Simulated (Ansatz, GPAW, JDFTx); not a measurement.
## One calculation of Ge, 4 ways

```xyz
2
Lattice="-2.5745 2.5745 1.3974 2.5745 -2.5745 1.3974 2.5745 2.5745 -1.3974" Properties=species:S:1:pos:R:3 pbc="T T T"
Ge    0.0000    0.0000    1.3974
Ge    2.5745    0.0000    0.6987
```

This isn't the form of Ge at room conditions, which is diamond.

Alike in all runs: task single point; functional PBEsol; k mesh 11 × 11 × 11; occupations gaussian, width 0.02 eV; no spin polarisation; no spin-orbit coupling. Pressure is positive in compression and, in plane waves, holds the error of the finite cutoff, which Ansatz's Pulay term estimates and takes out.

```tsv
program and potentials	plane-wave cutoff (eV)	notes	pressure (GPa)
Ansatz, Ansatz PAW	420	potentials made for PBE, which Ansatz adapts in part; 14 valence electrons an atom on average; Pulay term of +0.03 GPa included	-0.58
GPAW, PAW data sets generated for this functional	600	4 valence electrons an atom on average	-0.69
JDFTx, PseudoDojo-SR-PBEsol-0.4.1-standard with smoothed tails	1061	14 valence electrons an atom on average	-0.56
Ansatz, all-electron LAPW, scalar-relativistic	-	-	-0.55
```

The pressure spans -0.69 (GPAW, PAW data sets generated for this functional) to -0.55 GPa (Ansatz, all-electron LAPW, scalar-relativistic), with all-electron results at -0.55.

The functional is the same throughout but for its coding, so the spread measures potentials, basis and numerics; runs on potential files found faulty are left out.

All four runs put the cell under slight tension, so at this shape it is somewhat larger than PBEsol prefers. The structure is the β-tin form, a metallic phase that germanium adopts under compression, in which denser packing replaces the open tetrahedral network of diamond. A pressure near zero therefore suggests a cell close to the decompressed volume of this phase, not one at which it would normally form.

The two runs with 14 valence electrons lie close to the all-electron value, while GPAW, with 4, gives the most negative pressure. The additional electrons are the 3d shell, shallow enough in germanium to polarise and overlap slightly with its surroundings, so freezing it is a plausible cause of the offset. Remaining basis error in GPAW could act in the same direction, and these runs can't separate the two. For a solid this stiff, the disagreement corresponds to only a very small change in equilibrium volume. A mean pressure doesn't show whether the axial ratio is relaxed, since opposing stresses along the two axes can cancel.
